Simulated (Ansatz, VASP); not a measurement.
# Cross-check of AgCl between VASP and Ansatz

Wanted: the spread between two codes on one cell, functional and k mesh. The cell is taken from a series of runs on this material, whose earlier steps may have relaxed, scaled, displaced or heated it; both programs get it as it stands.

Program: Ansatz 0.2.0. Level of theory: plane waves, with VASP 6.6.1 beside it; dielectric response at r2SCAN. Results are calculated unless marked as measured.

### 1. The structure

Symmetry: Fm-3m, No. 225, cubic system. The conventional cell has a = 5.545 Å, b = 5.545 Å, c = 5.545 Å, α = 90.00°, β = 90.00°, γ = 90.00°. Nearest to Ag lie 6 Cl at 2.77 Å. Cl has 6 Ag at 2.77 Å nearest. Farther neighbours and most contacts between anions are not listed.

### 2. Ansatz: dielectric response, r2SCAN

Ansatz runs on its PAW soft_1 files.

The response to a field tests empty states and converges slowly with the mesh.

Contents of input.yaml:

```yaml
crystal:
  lattice:
    - [0.0, 2.7726629968, 2.7726629968]
    - [2.7726629968, 0.0, 2.7726629968]
    - [2.7726629968, 2.7726629968, 0.0]
  atoms:
    - { symbol: Ag, position: [0.0, 0.0, 0.0] }
    - { symbol: Cl, position: [0.5, 0.5, 0.5] }
kpoints:
  mp_grid: { grid: [7, 7, 7] }
scf:
  occupations: { method: fixed }
hamiltonian:
  xc: r2scan
  pseudopotentials: { kind: paw, azcp: { folder: soft_1 } }
dielectric: {}
```

Run with:

```console
$ ansatz run input.yaml --threads 4 --pin off --max-ram 8192MiB --backend cpu --events-out ev --progress --plain --runs-dir out
```

Numbers of over 12 decimals in the logs are rounded to 6 here.

Output:

```text
Engine: ansatz 0.2.0, aarch64-unknown-linux-gnu
Pseudopotentials: kind: paw
Pseudopotential: Ag, paw, valence charge 19, recommended cutoff 500 eV (meta_gga), soft_1/Ag.paw.azcp
Pseudopotential: Cl, paw, valence charge 7, recommended cutoff 500 eV (meta_gga), soft_1/Cl.paw.azcp
Functional definition: r2SCAN
  parameter k0 = 0.174
  parameter k1 = 0.065
  parameter a1 = 4.9479
  exchange = r2scan_x(k0 = k0, k1 = k1, a1 = a1)
  correlation = r2scan_c
Crystal: 2 atoms, lattice volume = 42.631 Å³
Basis set: ecut = 500 eV, 1067 PW (Γ), exchange–correlation on 120×120×120 points (64 copies of the dense FFT grid, shifted against one another)
Bands: 17, of which v1, the nominal top of the filled ones, is band 13 counted from 1 (12 counted from 0)
Symmetry: 48 space group operations
k-points: 40 of 343 (irreducible under 8 space group operations, time reversal used)
Non-local potential: Ag, projectors of the file, l = 0: 3, l = 1: 2, l = 2: 2, l = 3: 1
Non-local potential: Cl, projectors of the file, l = 0: 2, l = 1: 2, l = 2: 1
PAW form: soft (Blöchl's): semilocal exchange-correlation on the pseudo side does not see the compensation charge
PAW frozen core: Ag, regenerated for the run's functional (the file was generated under x = pbe(κ = 0.804, μ = 0.219515), c = pbe(β = 0.066725))
PAW frozen core: Cl, regenerated for the run's functional (the file was generated under x = pbe(κ = 0.804, μ = 0.219515), c = pbe(β = 0.066725))
PAW one-centre angular grid: Ag, 590 points (default); XC on 160 Gauss nodes
PAW one-centre angular grid: Cl, 302 points (default); XC on 160 Gauss nodes
Initial density: superposition of atomic densities (chi_scale 0.1, normalization cell, long waves kept (reshape's long-wave potential 0.00 eV rms))
Initial wavefunctions: pseudopotential atomic-orbital guess
Functional: x = r2scan, c = r2scan; τ floored in thin density (d = 2e-4 eV/Å³)
SCF iter   1: F=—  HF=-8689.451411 eV  |F-HF|=—  |Δ(HF+E_count)|=         —  Δρ=6.27e-2  dr2=2.02e0  dr2_τ=2.65e-2  ethr=3.10e-3  ⟨swp⟩=4.6  Hψ=2913  notcnv=0  defer=69
preconditioner: auto → none  [insulator: Δε(μ)=1.708 eV  Ē_g=12.320 eV  n_scr=14 (ndim 8)  ℏωp=24.1 eV  f_vac=0.010  ε∞_Penn≈4.8]
SCF iter   2: F=—  HF=-8688.897604 eV  |F-HF|=—  |Δ(HF+E_count)|=   5.54e-1  Δρ=3.20e-2  dr2=3.42e-1  dr2_τ=6.32e-2  ethr=3.10e-3  ⟨swp⟩=3.0  Hψ=1789  notcnv=0  defer=57
SCF iter   3: F=—  HF=-8688.800072 eV  |F-HF|=—  |Δ(HF+E_count)|=   9.75e-2  Δρ=7.99e-3  dr2=9.94e-3  dr2_τ=6.98e-4  ethr=1.32e-3  ⟨swp⟩=2.5  Hψ=1317  notcnv=0  defer=73
SCF iter   4: F=—  HF=-8688.804165 eV  |F-HF|=—  |Δ(HF+E_count)|=   4.09e-3  Δρ=2.70e-3  dr2=2.95e-3  dr2_τ=1.81e-4  ethr=3.82e-5  ⟨swp⟩=2.8  Hψ=1170  notcnv=0  defer=78
SCF iter   5: F=—  HF=-8688.803299 eV  |F-HF|=—  |Δ(HF+E_count)|=   8.65e-4  Δρ=7.11e-4  dr2=2.64e-4  dr2_τ=3.24e-6  ethr=1.13e-5  ⟨swp⟩=2.1  Hψ=1070  notcnv=0  defer=78
SCF iter   6: F=—  HF=-8688.803235 eV  |F-HF|=—  |Δ(HF+E_count)|=   6.43e-5  Δρ=2.88e-4  dr2=3.79e-5  dr2_τ=1.10e-6  ethr=1.01e-6  ⟨swp⟩=2.8  Hψ=1241  notcnv=0  defer=71
SCF iter   7: F=—  HF=-8688.803227 eV  |F-HF|=—  |Δ(HF+E_count)|=   8.26e-6  Δρ=6.12e-5  dr2=1.73e-6  dr2_τ=4.77e-8  ethr=1.46e-7  ⟨swp⟩=2.1  Hψ=938  notcnv=0
SCF iter   8: F=—  HF=-8688.803209 eV  |F-HF|=—  |Δ(HF+E_count)|=   1.75e-5  Δρ=7.64e-6  dr2=2.55e-8  dr2_τ=5.35e-10  ethr=6.64e-9  ⟨swp⟩=2.2  Hψ=1008  notcnv=0
SCF iter   9: F=—  HF=-8688.803209 eV  |F-HF|=—  |Δ(HF+E_count)|=   7.19e-9  Δρ=5.24e-7  dr2=1.25e-10  dr2_τ=5.31e-12  ethr=9.80e-11  ⟨swp⟩=2.2  Hψ=1114  notcnv=0
SCF iter  10: F=-8688.803209 eV  HF=-8688.803209 eV  |F-HF|=1.82e-12  |Δ(HF+E_count)|=  3.64e-11  Δρ=4.93e-8  dr2=1.04e-12  dr2_τ=7.61e-14  ethr=1.00e-12  ⟨swp⟩=4.1  Hψ=2419  notcnv=0
SCF 1 converged in 10 iterations: F = -8688.803209 eV  dr2 = 1.04e-12
  greatest PAW one-centre occupation: 1.002 electrons in one spin orbital (limit 2), on the Ag atom at site 0 (counted from 0), in its partial waves of l = 0
NSCF: frozen V_eff on 5 k-points
DFPT response loops at Γ: preconditioner auto → none (the input reference at scf.mixing.eps_inf says where Resta's filter doesn't serve); β = 0.50; Broyden in place of MSR1
── the response to a field inside a basis, on 8×8×8 k-points: an SCF that follows is theirs, and a resumed run solves both again ──
Bands: 14, of which v1, the nominal top of the filled ones, is band 13 counted from 1 (12 counted from 0)
k-points: 60 of 512 (irreducible under 12 space group operations)
Initial density: handed on by an earlier stage of this run
Initial wavefunctions: pseudopotential atomic-orbital guess (no wavefunctions were taken with the density)
Eigensolver: Dense (60 Hₖ)
SCF iter   1: F=—  HF=-8688.802267 eV  |F-HF|=—  |Δ(HF+E_count)|=         —  Δρ=1.79e-4  dr2=2.28e-6  dr2_τ=1.15e-5  ethr=1.00e-1
preconditioner: auto → none  [insulator: Δε(μ)=1.721 eV  Ē_g=8.492 eV  n_scr=14 (ndim 8)  ℏωp=24.1 eV  f_vac=0.035  ε∞_Penn≈9.1]
SCF iter   2: F=—  HF=-8688.802278 eV  |F-HF|=—  |Δ(HF+E_count)|=   1.12e-5  Δρ=8.98e-5  dr2=5.05e-7  dr2_τ=7.05e-7  ethr=8.78e-9
SCF iter   3: F=—  HF=-8688.802281 eV  |F-HF|=—  |Δ(HF+E_count)|=   3.17e-6  Δρ=3.03e-5  dr2=2.42e-7  dr2_τ=4.78e-8  ethr=1.94e-9
SCF iter   4: F=-8688.802282 eV  HF=-8688.802282 eV  |F-HF|=1.69e-9  |Δ(HF+E_count)|=   5.95e-7  Δρ=2.47e-6  dr2=9.82e-10  dr2_τ=5.17e-10  ethr=9.30e-10
SCF 1 converged in 4 iterations: F = -8688.802282 eV  dr2 = 9.82e-10
DFPT response loops at Γ: mixed as the last ones told, above
SCF converged after 10 iterations
Free energy (F): -8688.803209 eV
Harris-Foulkes:  -8688.803209 eV  (|F-HF|=1.82e-12)
Internal energy: -8688.803209 eV  (E = F + TS)
E sigma→0 (E₀):  -8688.803209 eV
Fermi energy:    7.671245 eV
--- Per-component energies (eV) ---
  E_band       = -383.458737
  E_kinetic    = 622.800719
  E_local      = -3099.262469  (includes V_loc(G=0)·N_el)
  E_nonlocal   = 67.006726
  E_hartree    = 1439.323659
  E_xc         = -252.872919
  E_vxc        = -347.099955  (∫ρ·V_xc dr)
  E_paw        = -4648.153148  (= ΣΔE_a)
  E_vpaw       = -527.938836  (= ΣTr[D̂ρ^β])
  E_aug_tail   = 0.000178  (compensation charges beyond the density's cutoff)
  E_vtau       = 22.387656  (kinetic-family band-sum trace: ∫τ·v_τ [+ j·A + Jᵃ·Aᵃ] dr)
  E_ewald      = -2817.000242
  E_core_change = -0.645713  (= ΣΔE_core)
  E_smearing   = -0.000000  (= −TS)
  E_closure    = -0.000000  (closes the sum)
  Σ components = -8688.803209   (vs F -8688.803209, Δ=0.00e0)
--- Band table (eV; the first three rows and the last of 40) ---
  k-point 0: bands = [... 9 lower, 5.3379, 5.3379, 5.3499, 5.3499, 9.2179, 18.9407, 18.9407, 18.9407]
  k-point 1: bands = [... 9 lower, 5.3622, 5.6021, 6.2783, 6.2783, 10.0792, 17.4021, 18.5810, 18.5810]
  k-point 2: bands = [... 9 lower, 5.5099, 5.7887, 7.1318, 7.1318, 11.5794, 15.6979, 17.1325, 17.1325]
  k-point 39: bands = [... 9 lower, 5.6994, 5.8578, 6.0130, 6.7493, 12.4917, 15.4416, 16.2017, 17.1400]
--- Dielectric response (ions clamped): 3 representative field directions + reference, inside a basis on a mesh of 512 k-points (Σ response iterations 15) ---
  ε∞ (high-frequency dielectric tensor):
        4.524041    -0.000000     0.000000
       -0.000000     4.524041     0.000000
        0.000000     0.000000     4.524041
  Born effective charges Z* (e; rows j = field, columns β = displacement):
    site 0:
         1.40607   -0.00000   -0.00000
         0.00000    1.40607   -0.00000
         0.00000   -0.00000    1.40607
    site 1:
        -1.40607    0.00000    0.00000
        -0.00000   -1.40607    0.00000
        -0.00000    0.00000   -1.40607
  Z* charge neutrality: 9.183e-4 e pre-enforcement
  solved inside a basis spanned on kpoints, on 8×8×8 k-points, its susceptibility summed on 12×12×12: ε∞ is read to err by 1.1e-2, Z* by 2.0e-2 e (field_mesh: kpoints solves on kpoints); Z* is corrected for what the basis lacks
```

Reading the cycles: dr2 is the Hartree energy of the density residual (eV), the measure of convergence; HF is the Harris–Foulkes estimate of the energy, which meets the free energy F at convergence.

(Part 1 of 2 ends here.)

[Lines on the potential files, build, host, timing and source positions are cut from VASP's logs without a mark.]

[Logs are printed without paths, hosts, clocks, repeated set-up lines and the standing remarks that a program may print on its own settings, such as how far it seeks lower states.]

[Hosts, paths, dates, database ids (printed as entryN), source tags and the programs' standing remarks are cut or masked in the printed files.]
